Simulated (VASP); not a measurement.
Crystal: SnS.

```xyz
8
Lattice="11.1022 0.0000 0.0000 0.0000 3.9856 0.0000 0.0000 0.0000 4.2299" Properties=species:S:1:pos:R:3 pbc="T T T"
Sn    1.3158    0.9964    0.4652
Sn    4.2353    2.9892    2.5802
Sn    6.8669    0.9964    1.6497
Sn    9.7864    2.9892    3.7646
S     9.4730    0.9964    2.0065
S     7.1803    2.9892    4.1215
S     3.9219    0.9964    0.1084
S     1.6292    2.9892    2.2233
```

Base run:

| Property | Result |
| --- | --- |
| Program | VASP 6.6.1 |
| Functional | PBE-EpsX |
| Potentials or basis | VASP PAW PBE potentials, release 64 (Sn_d, S) |
| Cutoff | 520 eV |
| k mesh | 2 × 4 × 4 |
| Occupations | gaussian, width 0.03 eV |
| Spin | no spin polarisation |

Its results: band gap on the k mesh 0.99 eV, indirect (least direct gap 1.54 eV); pressure 2.8 GPa; largest force 0.038 eV/Å.

Problem. After a change of settings the same cell gave: band gap on the k mesh 1.13 eV, indirect (least direct gap 1.72 eV); pressure 1.5 GPa; largest force 0.206 eV/Å. Which change was it?
A. functional from PBE-EpsX to PBE; further incar settings from ALGO = Normal; EDIFF = 1e-07 to ALGO = Fast; EDIFF = 1e-07
B. functional from PBE-EpsX to PBE0
C. functional from PBE-EpsX to HSE06

Solution. C.

Caveats: the PAW data sets were made with another functional, which shifts forces and pressure a little; spin-orbit coupling is left out, which moves the levels of the heavy elements.
